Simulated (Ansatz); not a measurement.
Input and command of a plane-wave DFT calculation in Ansatz:

```yaml
crystal:
  lattice:
    - [3.7442378883, 5.3887e-06, 0.0]
    - [-5.1236e-06, 3.8206509064, 0.0]
    - [0.0, 0.0, 30.6344298628]
  atoms:
    - { symbol: Sn, position: [0.9998505514, 0.9998505514, 0.4614165619] }
    - { symbol: O, position: [0.9998515524, 0.4998510996, 0.5000006571] }
    - { symbol: O, position: [0.4998510996, 0.9998515524, 0.5000006571] }
    - { symbol: Sn, position: [0.4998494504, 0.4998494504, 0.5385847822] }
  periodic: [true, true, false]
basis:
  ecutwfc: 420
kpoints:
  mp_grid: { grid: [6, 6, 1] }
  band_path:
    path:
      - [0, 0, 0]
      - [0.5, 0, 0]
      - [0.5, 0.5, 0]
      - [0, 0.5, 0]
      - [0, 0, 0]
      - [0.5, 0.5, 0]
    npoints: 8
hamiltonian:
  xc: pbe
  dispersion: d3bj
scf:
  occupations: { method: gaussian, width: 0.02 }
output:
  forces: true
  stress: true
  eigenvalues: true
relax:
  adjacent_minimum: "off"
  f_tol: 0.01
  max_steps: 40
```

```bash
ansatz run input.yaml --threads 2 --pin off --max-ram 5120MiB --backend cpu --events-out ev --progress --plain --runs-dir out
```

Processor: AMD EPYC 9R45 96-Core Processor (Zen 5), 2 threads, on a host shared with other jobs.

Q: How long does it run, and how much memory does it take?

A: About 11 s on 2 threads of AMD EPYC 9R45 96-Core Processor (Zen 5) (shared host), peak memory 0.73 GiB. It solves 24 bands at 16 k points (the mesh reduced by symmetry) with about 8543 plane waves, in 26 SCF iterations over 5 ionic steps.
